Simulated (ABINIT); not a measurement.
Something may be wrong with this ABINIT 10.8.3 (patched build) calculation of Ag.

File run.abi:

```
# Datasets
ndtset 2

# Pseudopotentials
pp_dirpath "./"
pseudos "Ag.LDA_PW-JTH.xml"

# Structure
acell 3*1.0 Angstrom
rprim
     2.8904005511     0.0000000000     0.0000000000
    -1.4452002756     2.5031603044     0.0000000000
     0.0000000000     0.0000000000     4.7252623344
ntypat 1
znucl 47
natom 2
typat 1 1
chkprim 0
chksymtnons 0
tolsym 1.0e-6
xred
            2/3            1/3            3/4
            1/3            2/3            1/4

# Plane-wave basis
ecut 17.0
pawecutdg 34.0

# Exchange and correlation
ixc 7

# SCF cycle
nstep 50

# Output
iomode 3
prteig 0
prtebands 0
prtwf 0

# Dataset 1: electrons
kptopt1 1
ngkpt1 7 7 4
nshiftk1 1
shiftk1 0.0 0.0 0.0
nband1 15
occopt1 7
tsmear1 0.00499791
tolvrs1 1.0e-10
prtden1 1

# Dataset 2: positron in the electrons' density
positron2 1
ixcpositron2 7
getden2 1
kptopt2 0
nkpt2 1
kpt2 0.0 0.0 0.0
nband2 1
occopt2 2
occ2 1.0
posocc2 1.0
toldfe2 1.0e-7
nline2 10
nnsclo2 2
optforces2 0
optstress2 0
prtden2 0
```

Potentials or basis: JTH PAW LDA v2.0.

Command:

```bash
$ abinit run.abi > log 2>&1
```

run.abo:

```text
.Version 10.8.3 of ABINIT
 DATASET    1 : space group P6_3/m m c (#194); Bravais hP (primitive hexag.)
================================================================================
 Values of the parameters that define the memory need for DATASET  1.
     intxc =       0    ionmov =       0      iscf =      17    lmnmax =      18
     lnmax =       6     mgfft =      36  mpssoang =       3    mqgrid =    3001
     natom =       2  nloc_mem =       2    nspden =       1   nspinor =       1
    nsppol =       1      nsym =      24    n1xccc =       1    ntypat =       1
    occopt =       7   xclevel =       1
       mpw =         784          nfft =       20736          nkpt =          24
[... 94 lines left out ...]

 chkinp: Checking input parameters for consistency, jdtset=   2.

 chkint_prt: ERROR -
  The value of the input variable ixcpositron is 7, while it must be
  equal to one of the following: 0 -1 1 11 2 3 31 4
  Action: you should change the input variable ixcpositron.

Checking consistency of input data against itself revealed some problem(s).
So, stopping. The details of the problem(s) are given in the error file or the standard output file (= "log" file).
In parallel, the details might not even be printed there. Then, try running in sequential to see the details.

--- !ERROR
message: |
    Checking consistency of input data against itself gave 1 inconsistency.
    The details of the problem can be FOUND ABOVE (or in output or log file).
    In parallel, the details might not even be printed there. Then, try running in sequential to see the details.
...
```

How did it end, and where is the flaw?

The program refused the input. The input holds a flaw that was put in on purpose: unknown electron-positron functional (ixcpositron2 = 7).
